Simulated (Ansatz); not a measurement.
Method: Ansatz, DFT PBE, scalar-relativistic, plane waves, PAW. Settings: cutoff 420 eV, Γ-centred meshes spaced at most about 0.3 Å⁻¹, and about 0.25 Å⁻¹ or finer for metals (2π included), Gaussian smearing. No spin polarisation.

These are static total energies at zero pressure.

Two forms of HgH3 were relaxed alike.

1.

```xyz
8
Lattice="3.9375 0.0000 0.0000 -1.9688 3.4100 0.0000 0.0000 0.0000 6.2631" Properties=species:S:1:pos:R:3 pbc="T T T"
Hg    1.9688    1.1367    1.5658
Hg    0.0000    2.2733    4.6973
H     0.9775    0.5644    4.6973
H     2.9600    0.5644    4.6973
H     1.9688    2.2813    4.6973
H     0.9913    2.8456    1.5658
H    -0.9913    2.8456    1.5658
H     0.0000    1.1287    1.5658
```

2.

```xyz
4
Lattice="2.8395 0.0000 0.0000 -1.4197 2.4591 0.0000 0.0000 0.0000 6.1170" Properties=species:S:1:pos:R:3 pbc="T T T"
Hg    0.0000    0.0000    0.0000
H     2.0625    0.4486    3.0585
H     1.4197    1.5619    3.0585
H     0.7770    0.4486    3.0585
```

Question: Which form is favoured at zero pressure, and by what margin per atom?

Answer: Cell 2 is lower, by 55 meV/atom. Cell 1 has space group P6_3/mmc (No. 194), 10.5 Å³/atom and no gap on its mesh; cell 2 has space group P-6m2 (No. 187), 10.7 Å³/atom and no gap. Counting H atoms around Hg (those within 1.25 times the shortest such distance or 1.15 times the sum of covalent radii; a plus sign parts nearer from farther groups; the shortest distance is added where it is long for a bond), cell 1 has Hg 6 and cell 2 has Hg 6+12 from 3.2 Å. Even the lower one lies +0.71 eV/atom against the reference forms of the elements (uncorrected), so neither is stable at this level. Both come from invented guesses. The lowest form computed isn't among them: it has space group Pm-3m (No. 221), 46.0 Å³/atom and lies 0.68 eV/atom below the best shown.

Weakly bound directions are ill-defined at this level, which has no dispersion term (P6_3/mmc, P-6m2), and this can change margins and order among such cells. Spin–orbit coupling, which can matter for Hg, is left out. With hydrogen, zero-point motion can shift such differences by 10 meV/atom or more. Cells relaxed within their symmetry can be saddle points. Some types were kept out of the candidates beforehand, so the set may lack a known form.
